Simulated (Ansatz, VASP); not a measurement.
Two plane-wave programs on ZrB2

```
CELL_PARAMETERS angstrom
3.17551 0.00000 0.00000
-1.58776 2.75008 0.00000
0.00000 0.00000 3.53169
ATOMIC_POSITIONS crystal
Zr 0.00000 0.00000 0.00000
B 0.33333 0.66667 0.50000
B 0.66667 0.33333 0.50000
```

Change from the starting cell: volume scaled by 1.01, PAW files.

Alike in both runs: task electric field gradients; functional PBE; k mesh 12 × 12 × 9; occupations fermi-dirac, width 0.05 eV; no spin polarisation.

|  | VASP | Ansatz |
| --- | --- | --- |
| version | VASP 6.6.1 | Ansatz 0.2.0 |
| potentials or method | VASP PAW PBE potentials, release 64 (Zr_sv, B) | PAW with Ansatz's default frozen-core files, scalar-relativistic |
| plane-wave cutoff (eV) | 520 | 420 |
| valence electrons in the cell | 18 | 18 |

VASP gave:

| Quantity | Value |
| --- | --- |
| pressure (GPa) | 0.1 |
| largest component of the traceless stress (GPa) | 1.14 |
| Vzz of the field gradient on the site that differs most (V/Å²) | 41.0 |

Which values does Ansatz return?

Pressure (GPa): 0.0; largest component of the traceless stress (GPa): 1.09; Vzz of the field gradient on the site that differs most (V/Å²): 44.5.

Ansatz warned: «gradients_without_spin_orbit».
